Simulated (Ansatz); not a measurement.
# PbS: strain and displacement

```
CELL_PARAMETERS angstrom
0.00000 2.96500 2.96500
2.96500 0.00000 2.96500
2.96500 2.96500 0.00000
ATOMIC_POSITIONS crystal
Pb 0.00000 0.00000 0.00000
S 0.50000 0.50000 0.50000
```

Atom numbers follow the list: Pb1, S2.

The cell comes from COD entry 9000001, which wasn't checked; take it as a given geometry.

No spin–orbit coupling, which matters for the heavy atoms here.

These are results of DFT, LDA, all-electron LAPW, scalar-relativistic (Ansatz 0.2.0), not measurements.

Settings: a Γ-centred 8×8×8 k mesh, Fermi–Dirac smearing of 0.01 eV, basis error target 0.5 meV/atom, no spin polarisation.

The unchanged cell is at -2.53 GPa.

x, y and z are the Cartesian axes of the cell as listed; fractional coordinates follow a strain, and an engineering shear is twice the off-diagonal strain component.

**Question.** With this change (equal xy, yz and zx engineering shear strains of -3 %), what becomes of the energy and stress?

**Answer.** Energy change +4 meV/atom; stress change (xx, yy, zz, yz, xz, xy) -0.06, -0.06, -0.06, 0.57, 0.57, 0.57 GPa, compression positive.

**Question.** With this change (equal xy, yz and zx engineering shear strains of -1 %), what becomes of the energy and stress?

**Answer.** Energy change under 1 meV/atom; stress change (xx, yy, zz, yz, xz, xy) 0.00, 0.00, 0.00, 0.21, 0.21, 0.21 GPa, compression positive.

With equal xy, yz and zx engineering shear strains of +2 %: energy change +2 meV/atom; stress change (xx, yy, zz, yz, xz, xy) -0.01, -0.01, -0.01, -0.43, -0.43, -0.43 GPa, compression positive.

**Question.** With this change (equal xy, yz and zx engineering shear strains of -2 %), what becomes of the energy and stress?

**Answer.** Energy change +2 meV/atom; stress change (xx, yy, zz, yz, xz, xy) -0.02, -0.02, -0.02, 0.40, 0.40, 0.40 GPa, compression positive.

**Question.** With this change (equal xy, yz and zx engineering shear strains of +1 %), what becomes of the energy and stress?

**Answer.** Energy change under 1 meV/atom; stress change (xx, yy, zz, yz, xz, xy) 0.00, 0.00, 0.00, -0.22, -0.22, -0.22 GPa, compression positive.

**Question.** With this change (equal xy, yz and zx engineering shear strains of +3 %), what becomes of the energy and stress?

**Answer.** Energy change +4 meV/atom; stress change (xx, yy, zz, yz, xz, xy) -0.06, -0.06, -0.06, -0.63, -0.63, -0.63 GPa, compression positive.
